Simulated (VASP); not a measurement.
# Si: relaxation of cell and atoms with PBE+D3(BJ)

The system is Si.

```xyz
2
Lattice="0.0000 2.7200 2.7200 2.7200 0.0000 2.7200 2.7200 2.7200 0.0000" Properties=species:S:1:pos:R:3 pbc="T T T"
Si    0.0000    0.0000    0.0000
Si    1.3600    1.3600    1.3600
```

The cell was built by a generator and needn't be a form met in nature.

```yaml
Program: VASP 6.6.1
Task: relaxation of cell and atoms
Functional: PBE
Dispersion: D3(BJ)
Potentials_or_basis: VASP PAW PBE potentials, release 64 (Si)
Cutoff: 600 eV
k_mesh: 10 × 10 × 10
Occupations: gaussian, width 0.02 eV
Spin: no spin polarisation
Dipole_correction: no
Further_INCAR_settings: ALGO = Fast; EDIFF = 1e-06; IBRION = 2; EDIFFG = -0.002; NSW = 100; ISIF = 3
```

```
Relaxed volume                         : 19.90 Å³/atom
Relaxed cell                           : a = 3.832 Å, b = 3.832 Å, c = 3.832 Å, α = 60.00°, β = 60.00°, γ = 60.00°
Space group after relaxing (to 0.05 Å) : Fd-3m (No. 227)
Energy gained by relaxing              : 0.7 meV/atom
Ionic steps                            : 3
Pressure after relaxing                : 0.0 GPa
Band gap on the k mesh                 : 0.57 eV, indirect (least direct gap 2.57 eV)
Dispersion energy per atom             : -0.316 eV
```

The path:
```
step  energy change (eV)  largest force (eV/Å)  pressure (GPa)  volume (Å³)
   1              0.0000                0.0000           -0.99        40.25
   2             -0.0008                0.0000            0.66        39.53
   3             -0.0014                0.0000            0.01        39.80
```

Final structure:
```
Si
1.0
     0.00000    2.70994    2.70994
     2.70994    0.00000    2.70994
     2.70994    2.70994    0.00000
Si
2
Cartesian
  0.0000 0.0000 0.0000
  1.3550 1.3550 1.3550
```

Levels at points of the mesh, in eV from the valence-band top:
| k point | band 2 | band 3 | band 4 | band 5 | band 6 | band 7 |
| --- | --- | --- | --- | --- | --- | --- |
| (0.00, 0.00, 0.00) | 0.00 | 0.00 | 0.00 | 2.57 | 2.57 | 2.57 |
| (0.50, 0.00, 0.00) | -6.99 | -1.20 | -1.20 | 1.56 | 3.34 | 3.34 |
| (0.50, 0.50, 0.00) | -7.83 | -2.86 | -2.86 | 0.70 | 0.70 | 10.17 |

Wall time 24 s on 1 thread of Intel(R) Xeon(R) Platinum 8488C (Sapphire Rapids) (shared host), peak memory 0.18 GiB.

A k mesh can miss the band edges. As with any semilocal functional, this PBE gap is likely too small.
